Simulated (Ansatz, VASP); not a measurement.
# Cross-check of In6TeO12 (In6TeO12 (R-3)) between VASP and Ansatz

Aim: how closely do two programs agree when they are given the same cell, functional and k mesh? The cell is taken from a series of runs on this material, whose earlier steps may have relaxed, scaled, displaced or heated it; both programs get it as it stands.

Calculated with Ansatz 0.2.0; plane waves, with VASP 6.6.1 beside it; relaxation of cell and atoms at PBEsol.

### 1. The structure

Symmetry: R-3, No. 148, trigonal system. Conventional cell: a = 9.484 Å, b = 9.484 Å, c = 9.035 Å, α = 90.00°, β = 90.00°, γ = 120.00°. Nearest to In lie 7 O at 2.08 to 2.69 Å. Nearest to Te lie 6 O at 1.93 Å. O has 1 Te at 1.93 Å and 3 In at 2.25 to 2.69 Å nearest. O has 4 In at 2.08 to 2.26 Å nearest. Farther neighbours and most contacts between anions are not listed.

### 2. Ansatz: relaxation of cell and atoms, PBEsol

Ansatz runs on its default PAW (the set named soft_2) files.

The relaxed volume is the usual yardstick between codes: in a stiff, nearly cubic crystal its relative difference is about their pressure difference at one cell divided by the bulk modulus.

The input, input.yaml:

```yaml
crystal:
  lattice:
    - [4.7418687, 2.7377192, 3.0115541]
    - [-4.7418687, 2.7377192, 3.0115541]
    - [0.0, -5.4754384, 3.0115541]
  atoms:
    - { symbol: In, position: [0.39371142, 0.68154021, 0.85954749] }
    - { symbol: In, position: [0.60628858, 0.31845979, 0.14045251] }
    - { symbol: In, position: [0.31845979, 0.14045251, 0.60628858] }
    - { symbol: In, position: [0.68154021, 0.85954749, 0.39371142] }
    - { symbol: In, position: [0.85954749, 0.39371142, 0.68154021] }
    - { symbol: In, position: [0.14045251, 0.60628858, 0.31845979] }
    - { symbol: Te, position: [1.0, 0.0, 0.0] }
    - { symbol: O, position: [0.08648538, 0.96002254, 0.29962142] }
    - { symbol: O, position: [0.70037858, 0.91351462, 0.03997746] }
    - { symbol: O, position: [0.96002254, 0.29962142, 0.08648538] }
    - { symbol: O, position: [0.5811381, 0.40488938, 0.82449455] }
    - { symbol: O, position: [0.17550545, 0.4188619, 0.59511062] }
    - { symbol: O, position: [0.40488938, 0.82449455, 0.5811381] }
    - { symbol: O, position: [0.82449455, 0.5811381, 0.40488938] }
    - { symbol: O, position: [0.29962142, 0.08648538, 0.96002254] }
    - { symbol: O, position: [0.03997746, 0.70037858, 0.91351462] }
    - { symbol: O, position: [0.59511062, 0.17550545, 0.4188619] }
    - { symbol: O, position: [0.91351462, 0.03997746, 0.70037858] }
    - { symbol: O, position: [0.4188619, 0.59511062, 0.17550545] }
basis:
  ecutwfc: 420
  xc_grid: 2
hamiltonian:
  xc: pbesol
kpoints:
  mp_grid: { grid: [5, 5, 5] }
scf:
  occupations: { method: fixed }
  max_iter: 100
relax:
  f_tol: 0.005
  max_steps: 60
  cell: {}
output:
  forces: true
  stress: true
checkpoint:
  write: "../cell.run"
  compress: false
  write_wavefunctions: false
  write_every: 100000
```

The run is started by

```bash
> ansatz run input.yaml --threads 4 --pin off --max-ram 6594MiB --backend cpu --events-out ev --progress --plain --runs-dir out
```

Numbers of over 12 decimals in the logs are rounded to 6 here.

The program printed:

```text
Engine: ansatz 0.2.0, aarch64-unknown-linux-gnu
Pseudopotentials: kind: paw
Pseudopotential: In, paw, valence charge 13, recommended cutoff 420 eV (normal), In.paw.azcp
Pseudopotential: Te, paw, valence charge 16, recommended cutoff 420 eV (normal), Te.paw.azcp
Pseudopotential: O, paw, valence charge 6, recommended cutoff 420 eV (normal), O.paw.azcp
Functional definition: PBEsol
  exchange = pbesol_x
  correlation = pbesol_c
Crystal: 19 atoms, lattice volume = 234.574 Å³
Basis set: ecut = 420 eV, 4565 PW (Γ), exchange–correlation on 90×90×90 points (8 copies of the dense FFT grid, shifted against one another)
Bands: 102, of which v1, the nominal top of the filled ones, is band 83 counted from 1 (82 counted from 0)
Symmetry: 6 space group operations
Space group: R-3 (ITA 148), of the structure as read, at distance tolerance 6.2e-5 Å
k-points: 23 of 125
Non-local potential: In, projectors of the file, l = 0: 2, l = 1: 2, l = 2: 2, l = 3: 2
Non-local potential: Te, projectors of the file, l = 0: 2, l = 1: 2, l = 2: 2, l = 3: 2
Non-local potential: O, projectors of the file, l = 0: 2, l = 1: 2, l = 2: 1
PAW form: soft (Blöchl's): semilocal exchange-correlation on the pseudo side does not see the compensation charge
PAW frozen core: In, regenerated for the run's functional, and the local potential with it (the file was generated under x = pbe(κ = 0.804, μ = 0.219515), c = pbe(β = 0.066725))
PAW frozen core: Te, regenerated for the run's functional, and the local potential with it (the file was generated under x = pbe(κ = 0.804, μ = 0.219515), c = pbe(β = 0.066725))
PAW frozen core: O, regenerated for the run's functional, and the local potential with it (the file was generated under x = pbe(κ = 0.804, μ = 0.219515), c = pbe(β = 0.066725))
PAW one-centre angular grid: In, 590 points (default); XC on 64 Gauss nodes
PAW one-centre angular grid: Te, 590 points (default); XC on 64 Gauss nodes
PAW one-centre angular grid: O, 110 points (default); XC on 64 Gauss nodes
Initial density: superposition of atomic densities (neutral atoms: chi_scale 0, normalization atom), corrected by the library's trained network
Initial wavefunctions: pseudopotential atomic-orbital guess
Functional: x = pbesol(κ = 0.804, μ = 0.123457), c = pbesol(β = 0.046)
SCF iter   1: F=—  HF=-46782.802826 eV  |F-HF|=—  |Δ(HF+E_count)|=         —  Δρ=1.65e-2  dr2=5.04e-1  ethr=1.77e-3  ⟨swp⟩=5.0  Hψ=7986  notcnv=0  defer=388
preconditioner: auto → Resta (q_TF=auto, 2.576 Å⁻¹)  ε∞=4.6  [insulator: Δε(μ)=1.102 eV  Ē_g=15.865 eV  n_scr=74 (ndim 8)  ℏωp=30.3 eV  f_vac=0.038  ε∞_Penn≈4.6]
SCF iter   2: F=—  HF=-46782.658554 eV  |F-HF|=—  |Δ(HF+E_count)|=   1.44e-1  Δρ=2.69e-3  dr2=1.02e-2  ethr=3.03e-4  ⟨swp⟩=2.3  Hψ=3351  notcnv=0  defer=388
SCF iter   3: F=—  HF=-46782.656715 eV  |F-HF|=—  |Δ(HF+E_count)|=   1.84e-3  Δρ=1.21e-3  dr2=2.53e-3  ethr=6.15e-6  ⟨swp⟩=2.0  Hψ=4025  notcnv=0  defer=390
SCF iter   4: F=—  HF=-46782.656703 eV  |F-HF|=—  |Δ(HF+E_count)|=   1.15e-5  Δρ=4.45e-4  dr2=4.34e-4  ethr=1.52e-6  ⟨swp⟩=2.0  Hψ=3956  notcnv=0  defer=390
SCF iter   5: F=—  HF=-46782.656746 eV  |F-HF|=—  |Δ(HF+E_count)|=   4.30e-5  Δρ=2.31e-4  dr2=1.12e-4  ethr=2.61e-7  ⟨swp⟩=2.0  Hψ=3798  notcnv=0  defer=349
SCF iter   6: F=—  HF=-46782.656761 eV  |F-HF|=—  |Δ(HF+E_count)|=   1.43e-5  Δρ=5.37e-5  dr2=7.02e-6  ethr=6.73e-8  ⟨swp⟩=2.0  Hψ=2874  notcnv=0  defer=297
SCF iter   7: F=—  HF=-46782.656669 eV  |F-HF|=—  |Δ(HF+E_count)|=   9.18e-5  Δρ=9.29e-6  dr2=1.78e-7  ethr=4.23e-9  ⟨swp⟩=2.0  Hψ=3797  notcnv=0  defer=279
SCF iter   8: F=-46782.656669 eV  HF=-46782.656669 eV  |F-HF|=1.15e-8  |Δ(HF+E_count)|=   2.45e-7  Δρ=2.02e-6  dr2=9.84e-9  ethr=6.02e-11  ⟨swp⟩=4.2  Hψ=8025  notcnv=0
SCF 1 converged in 8 iterations: F = -46782.656669 eV  dr2 = 9.84e-9
  greatest PAW one-centre occupation: 0.999 electrons in one spin orbital (limit 2), on the Te atom at site 6 (counted from 0), in its partial waves of l = 2
relax step   1: F+E_penalty+E_count = -46782.65666923 eV  Δ(F+E_penalty+E_count) = +0.000e0 eV  max|allowed force component| = 3.485e-1 eV/Å  Δτ_max = 0.0000 Å  P = +0.201 GPa  Ω = 234.574 Å³  (8 SCF iters, dr2 threshold 1.00e-7 eV, accepted)
[...]
relax step   4: F+E_penalty+E_count = -46782.67705373 eV  Δ(F+E_penalty+E_count) = +1.822e-4 eV  max|allowed force component| = 9.687e-3 eV/Å  Δτ_max = 0.0014 Å  P = -0.013 GPa  Ω = 234.305 Å³  energy of the carried Pulay correction = +1.262e-3 eV  (6 SCF iters, dr2 threshold 2.26e-8 eV, accepted)
[...]
relax step   5: F+E_penalty+E_count = -46782.67719570 eV  Δ(F+E_penalty+E_count) = -1.420e-4 eV  max|allowed force component| = 4.756e-3 eV/Å  Δτ_max = 0.0017 Å  P = -0.002 GPa  Ω = 234.284 Å³  energy of the carried Pulay correction = +1.363e-3 eV  (6 SCF iters, dr2 threshold 5.86e-9 eV, accepted)
[...]
relax step   6: F+E_penalty+E_count = -46782.67615491 eV  Δ(F+E_penalty+E_count) = +1.041e-3 eV  max|allowed force component| = 4.762e-3 eV/Å  Δτ_max = 0.0000 Å  P = -0.011 GPa  Ω = 234.284 Å³  stress off target by 2.73e-2 GPa  SCF on the basis re-selected at this cell (its energy is not comparable with the rows above)  (5 SCF iters)
basis re-selected at this cell: Δ(F+E_penalty+E_count) = +1.041e-3 eV, ΔP = -0.009 GPa vs the last step (what re-selecting the basis moved, of the pressure what is left beyond the Pulay correction that the steps carried, after the strain that the cell walked since its last selection, with what the two solves' SCF thresholds leave and, on support functions, any second-order correction that the steps lacked; it is no m [...]
SCF converged after 5 iterations
Free energy (F): -46782.676155 eV
Harris-Foulkes:  -46782.676155 eV  (|F-HF|=1.46e-11)
Internal energy: -46782.676155 eV  (E = F + TS)
E sigma→0 (E₀):  -46782.676155 eV
Fermi energy:    8.974852 eV
--- Per-component energies (eV) ---
  E_band       = -188.273443
  E_kinetic    = 3757.443688
  E_local      = -10821.581519  (includes V_loc(G=0)·N_el)
  E_nonlocal   = 2509.736972
  E_hartree    = 4434.802260
  E_xc         = -2268.109096
  E_vxc        = -1815.022754  (∫ρ·V_xc dr)
  E_paw        = -30959.223615  (= ΣΔE_a)
  E_vpaw       = -2688.483493  (= ΣTr[D̂ρ^β])
  E_aug_tail   = 0.029171  (compensation charges beyond the density's cutoff)
  E_ewald      = -13437.987699
  E_core_change = 2.213685  (= ΣΔE_core)
  E_smearing   = -0.000000  (= −TS)
  E_closure    = 0.000000  (closes the sum)
  Σ components = -46782.676155   (vs F -46782.676155, Δ=0.00e0)
--- Forces (eV/Å), atoms counted from 1 ---
  atom   1  In     0.00234223     0.00414584     0.00071027
  atom   2  In    -0.00234223    -0.00414584    -0.00071027
  atom   3  In    -0.00241929     0.00410135    -0.00071027
  atom   4  In     0.00241929    -0.00410135     0.00071027
  atom   5  In    -0.00476152    -0.00004449     0.00071027
  atom   6  In     0.00476152     0.00004449    -0.00071027
  atom   7  Te     0.00000000     0.00000000    -0.00000000
  atom   8  O     -0.00053606    -0.00051455     0.00131361
  atom   9  O     -0.00071364     0.00020696    -0.00131361
  atom  10  O     -0.00017759     0.00072151     0.00131361
  atom  11  O      0.00369303    -0.00196907    -0.00009515
  atom  12  O      0.00014125    -0.00418279     0.00009515
  atom  13  O     -0.00355178    -0.00221372    -0.00009515
  atom  14  O     -0.00014125     0.00418279    -0.00009515
  atom  15  O      0.00071364    -0.00020696     0.00131361
  atom  16  O      0.00017759    -0.00072151    -0.00131361
  atom  17  O      0.00355178     0.00221372     0.00009515
  atom  18  O      0.00053606     0.00051455    -0.00131361
  atom  19  O     -0.00369303     0.00196907     0.00009515
  max |Σ_I F_I| component: 2.30e-18 eV/Å
--- Stress (GPa, compression-positive) ---
       -0.027303      -0.000000       0.000000
        0.000000      -0.027303      -0.000000
        0.000000      -0.000000       0.022725
  P = ⅓ Tr σ = -0.0106 GPa (-0.106 kbar)
--- Relaxed structure (5 steps of the walk, 5 accepted, 1 SCFs on fresh bases) ---
  F+E_penalty+E_count = -46782.67615491 eV   max|allowed force component| = 4.762e-3 eV/Å   (the final SCF, on the basis selected at the relaxed cell)
  cell:  # Å, volume = 234.2838 Å³
    - [4.739148, 2.736149, 3.011279]
    - [-4.739148, 2.736149, 3.011279]
    - [-1.742961416508455e-19, -5.472297, 3.011279]
  atoms:
    - { symbol: In, position: [0.392863, 0.681383, 0.859243] }
    - { symbol: In, position: [0.607137, 0.318617, 0.140757] }
    - { symbol: In, position: [0.318617, 0.140757, 0.607137] }
    - { symbol: In, position: [0.681383, 0.859243, 0.392863] }
    - { symbol: In, position: [0.859243, 0.392863, 0.681383] }
    - { symbol: In, position: [0.140757, 0.607137, 0.318617] }
    - { symbol: Te, position: [1.0, 5.551115123125783e-17, -5.551115123125783e-17] }
    - { symbol: O, position: [0.085874, 0.959320, 0.302084] }
    - { symbol: O, position: [0.697916, 0.914126, 0.040680] }
    - { symbol: O, position: [0.959320, 0.302084, 0.085874] }
    - { symbol: O, position: [0.580404, 0.405022, 0.824344] }
    - { symbol: O, position: [0.175656, 0.419596, 0.594978] }
    - { symbol: O, position: [0.405022, 0.824344, 0.580404] }
    - { symbol: O, position: [0.824344, 0.580404, 0.405022] }
    - { symbol: O, position: [0.302084, 0.085874, 0.959320] }
    - { symbol: O, position: [0.040680, 0.697916, 0.914126] }
    - { symbol: O, position: [0.594978, 0.175656, 0.419596] }
    - { symbol: O, position: [0.914126, 0.040680, 0.697916] }
    - { symbol: O, position: [0.419596, 0.594978, 0.175656] }
```

In the SCF lines HF is the Harris–Foulkes energy and dr2 the Hartree energy of the density residual, in eV; the loop may stop once dr2 is under the threshold and the program's other checks hold. Hψ counts applications of the Hamiltonian.

(Part 1 of 2 ends here.)

[Lines on the potential files, build, host, timing and source positions are cut from VASP's logs without a mark.]

[Logs are printed without paths, hosts, clocks, repeated set-up lines and the standing remarks that a program may print on its own settings, such as how far it seeks lower states.]

[Hosts, paths, dates, database ids (printed as entryN), source tags and the programs' standing remarks are cut or masked in the printed files.]
